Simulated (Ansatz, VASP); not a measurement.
**Two plane-wave programs on Te**

INCAR

```
SYSTEM = Te
PREC     = Accurate       ! precision mode
ENCUT    = 520            ! plane-wave cutoff, eV
EDIFF    = 1E-7           ! SCF threshold, eV
ISMEAR   = -1             ! smearing method
SIGMA    = 0.05           ! smearing width, eV
LREAL    = .False.        ! projectors in reciprocal space
LASPH    = .True.         ! aspherical terms in the spheres
NELM     = 100            ! most SCF steps
ALGO     = Normal         ! electronic algorithm
ISIF     = 2              ! what is computed and relaxed
LWAVE    = .False.        ! write WAVECAR
LCHARG   = .False.        ! write CHGCAR
GGA      = PE             ! functional
NBANDS   = 9              ! bands
```

Contents of KPOINTS:

```
Automatic mesh
0
Gamma
  9 9 9
  0 0 0
```

Contents of POSCAR:

```
Te
1.0
    2.3511296351      1.3574253277      1.7241180786
   -2.3511296351      1.3574253277      1.7241180786
    0.0000000000     -2.7148506555      1.7241180786
Te
1
Direct
    0.5000000000      0.5000000000      0.5000000000
```

File input.yaml:

```yaml
crystal:
  lattice:
    - [2.3511296351, 1.3574253277, 1.7241180786]
    - [-2.3511296351, 1.3574253277, 1.7241180786]
    - [0.0, -2.7148506555, 1.7241180786]
  atoms:
    - { symbol: Te, position: [0.5, 0.5, 0.5] }
hamiltonian:
  xc: pbe
  pseudopotentials: { kind: paw }
kpoints:
  mp_grid: { grid: [9, 9, 9] }
scf:
  occupations: { method: fermi_dirac, width: 0.05 }
output:
  forces: true
  stress: true
  eigenvalues: true
```

Change from the starting cell: volume scaled by 1.06.

Alike in both runs: task single point; functional PBE; k mesh 9 × 9 × 9; occupations fermi-dirac, width 0.05 eV; no spin polarisation.

|  | VASP | Ansatz |
| --- | --- | --- |
| version | VASP 6.6.1 | Ansatz 0.2.0 |
| potentials or method | VASP PAW PBE potentials, release 64 (Te) | Ansatz PAW |
| plane-wave cutoff (eV) | 520 | 420 |
| valence electrons in the cell | 6 | 16 |

Ansatz gave:

| Item | Value |
| --- | --- |
| gap on the k mesh at the Fermi level (eV) | none |
| pressure (GPa) | -0.5 |
| largest component of the traceless stress (GPa) | 0.54 |

Question: What did VASP give for the same quantities?

Answer: gap on the k mesh at the Fermi level (eV): none; pressure (GPa): -0.6; largest component of the traceless stress (GPa): 0.54.

A gap of «none» marks a metal or a gap that the smearing closes. The two sets of potentials don't hold the same shells in valence.

Spin-orbit coupling is left out, which matters for the levels of Te.
